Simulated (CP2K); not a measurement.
## ZrS under changes of volume

One of the cells (18.088 Å³/atom); the others are scaled copies at fixed shape and fractional positions:

```xyz
2
Lattice="3.7123 0.0000 0.0000 1.8562 3.2150 0.0000 1.8562 1.0717 3.0311" Properties=species:S:1:pos:R:3 pbc="T T T"
Zr    0.0000    0.0000    0.0000
S     3.7123    2.1433    1.5155
```

* Program: CP2K 2026.2
* Functional: LDA
* Potentials or basis: GTH_POTENTIALS Zr GTH-PADE-q12, S GTH-PADE-q6; TZVP-MOLOPT-PBE-GTH basis
* Density cutoff: 6123 eV
* k mesh: 9 × 9 × 9
* Occupations: fermi-dirac, width 0.01 eV
* Spin: no spin polarisation

| volume (Å³/atom) | energy over the lowest point (meV/atom) | pressure (GPa) |
| --- | --- | --- |
| 17.003 | 0.00 | -1.5 |
| 17.364 | 6.90 | -4.6 |
| 17.726 | 20.32 | -7.3 |
| 18.088 | 39.52 | -9.7 |
| 18.450 | 63.86 | -11.8 |
| 18.811 | ? | ? |
| 19.173 | 125.74 | -15.4 |

Question: What does the run at 18.811 Å³/atom give?

Answer: Energy over the lowest point 92.77 meV/atom; pressure -13.7 GPa.

Worked out: A Birch-Murnaghan fit of order 3 (a polynomial in V^(-2/3)) to the other rows has its minimum at 16.84 Å³/atom, just outside them, with B0 = V·E''(V) = 158 GPa and B' = 4.4. It gives 92.72 meV/atom at 18.811 Å³/atom, against the run's 92.77, and -dE/dV = -13.7 GPa, against -13.7.

Energies are extrapolated to zero smearing.

Caveats: the basis of atomic orbitals isn't converged, which shifts pressures, moduli and gaps.
